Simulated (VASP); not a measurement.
Set up this calculation in VASP 6.6.1, as the native input.

```
Task                   : single point
Functional             : PBE
Potentials or basis    : VASP PAW PBE potentials, release 64 (Hg_sv_GW, Te_GW)
Cutoff                 : 500 eV
k mesh                 : 5 × 5 × 5
Occupations            : gaussian, width 0.02 eV
Spin                   : no spin polarisation
Further INCAR settings : ALGO = Normal; EDIFF = 1e-06
```

The structure of HgTe lies in POSCAR:

```
HgTe
1.0
    0.0000000000      3.1800000000      3.1800000000
    3.1800000000      0.0000000000      3.1800000000
    3.1800000000      3.1800000000      0.0000000000
Hg Te
1 1
Direct
    0.0000000000      0.0000000000      0.0000000000
    0.5000000000      0.5000000000      0.5000000000
```

Measurements of this composition are mostly on another form, of space group No. 216.

One way to write it, as run:

INCAR

```
PREC = Accurate
ENCUT = 500
EDIFF = 1E-6
ISMEAR = 0
SIGMA = 0.02
LREAL = F
LASPH = T
NELM = 100
ALGO = Normal
ISIF = 2
LWAVE = F
LCHARG = T
GGA = PE
LELF = T
LVHAR = T
```

KPOINTS

```
regular mesh
0
Gamma
  5 5 5
```

Potentials or basis: VASP PAW PBE potentials, release 64 (Hg_sv_GW, Te_GW).

Launch:

```console
$ cat potpaw_PBE.64/Hg_sv_GW/POTCAR potpaw_PBE.64/Te_GW/POTCAR > POTCAR
$ mpirun -np 1 vasp_std > vasp.out
```

It gave:

```
Pressure               : -4.2 GPa
Band gap on the k mesh : none (metal or under the smearing width)
```

Wall time 29 s on 1 thread of Intel(R) Xeon(R) Platinum 8375C CPU @ 2.90GHz (Ice Lake), on a shared host, peak memory 0.21 GiB.
